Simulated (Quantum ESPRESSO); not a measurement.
# N under changes of volume

One of the cells (26.341 Å³/atom); the others are scaled copies at fixed shape and fractional positions:

```
N
1.0
     4.16723    0.00000    0.00000
    -2.08362    3.60893    0.00000
     0.00000    0.00000    7.00600
N
4
Direct
  0.66667 0.33333 0.67107
  0.66667 0.33333 0.82893
  0.33333 0.66667 0.17107
  0.33333 0.66667 0.32893
```

* Program: Quantum ESPRESSO 7.5
* Functional: PBE
* Potentials or basis: SSSP 1.3 efficiency PBE
* Cutoff: 816 eV
* Density cutoff: 6531 eV
* k mesh: 7 × 7 × 4
* Occupations: fermi-dirac, width 0.05 eV
* Spin: no spin polarisation

```csv
volume (Å³/atom),energy over the lowest point (meV/atom),pressure (GPa),gap on the mesh (eV),largest force (eV/Å)
24.761,21.85,4.3,7.18,3.485
25.288,9.71,2.7,7.13,2.195
25.814,2.58,1.3,7.09,0.995
26.341,0.00,0.0,7.04,0.122
26.868,1.52,-1.2,6.99,1.162
27.395,6.78,-2.3,6.95,2.132
27.922,?,?,?,?
```

What does the run at 27.922 Å³/atom give?

Energy over the lowest point 15.42 meV/atom; pressure -3.3 GPa; gap on the mesh 6.90 eV; largest force 3.037 eV/Å.

Worked out: A Birch-Murnaghan fit of order 3 (a polynomial in V^(-2/3)) to the other rows has its minimum at 26.40 Å³/atom with B0 = V·E''(V) = 62 GPa and B' = 3.9 at fixed shape and positions, which overstates the stiffness. It gives 15.42 meV/atom at 27.922 Å³/atom, against the run's 15.42, and -dE/dV = -3.1 GPa, against -3.3. A straight line through the other rows of the gap, of slope -2.29 eV per unit of ln V, extrapolates to 6.91 eV, against the run's 6.90.

Energies are extrapolated to zero smearing.

Caveats: an odd mesh through Γ misses points on the zone boundary, where band edges often lie; forces of over 1 eV/Å show positions far from the minimum, so gaps and moduli don't describe the material at rest (some runs).
